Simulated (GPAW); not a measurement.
Write an ASE script for GPAW 26.7.0 that does the following.

```yaml
Task: single point
Functional: PBE
Potentials_or_basis: GPAW PAW data sets (gpaw-data 1.2.1)
Cutoff: 500 eV
Basis: pw
k_mesh: 7 × 7 × 4
Occupations: fermi-dirac, width 0.05 eV
Spin: no spin polarisation
Maxiter: 120
Convergence: default
```

The structure of SnSe2 lies in SnSe2.xyz:

```xyz
3
Lattice="3.8110000000 0.0000000000 0.0000000000 -1.9055000000 3.3004228138 0.0000000000 0.0000000000 0.0000000000 6.1360000000" Properties=species:S:1:pos:R:3 pbc="T T T"
Sn     0.0000000000      0.0000000000      0.0000000000
Se     1.9055000002      1.1001409378      4.6081360000
Se    -0.0000000002      2.2002818760      1.5278640000
```

One way to write it, as run:

run.py

```python
from ase.dft.bandgap import bandgap
from ase.io import read, write
from ase.units import GPa
from gpaw import GPAW, PW

atoms = read('SnSe2.xyz')

calc = GPAW(mode=PW(500),
            xc='PBE',
            kpts={'size': (7, 7, 4), 'gamma': True},
            occupations={'name': 'fermi-dirac', 'width': 0.05},
            nbands=24,
            maxiter=120,
            txt='gpaw.txt')
atoms.calc = calc
energy = atoms.get_potential_energy()
forces = atoms.get_forces()
stress = atoms.get_stress()
calc.write('gs.gpw')
write('result.traj', atoms)
print(f'Energy: {energy:.6f} eV')
print('Forces (eV/A):')
print(forces.round(4))
print('Stress (GPa):', (stress / GPa).round(3))
print('Fermi level:', round(calc.get_fermi_level(), 4), 'eV')
print(f'Gap: {bandgap(calc)[0]:.4f} eV, direct: {bandgap(calc, direct=True)[0]:.4f} eV')
```

Potentials or basis: GPAW PAW data sets (gpaw-data 1.2.1), pw.

Run with:

```bash
$ OMP_NUM_THREADS=1 python run.py
```

Results of the run:

```
Pressure               : 5.1 GPa
Largest force          : 0.761 eV/Å
Band gap on the k mesh : 0.82 eV, indirect (least direct gap 1.11 eV)
```

Caveat: the cutoff is short for stress and forces, so pressures can be off by a GPa or more; spin-orbit coupling is left out, which moves the levels of the heavy elements; an odd mesh through Γ misses points on the zone boundary, where band edges often lie; this functional lacks dispersion, which binds the layers, so the pressure and a relaxed spacing across them are unreliable.

Wall time 19 s on 1 thread of Arm Neoverse V1, with other jobs on the host, peak memory 0.17 GiB.
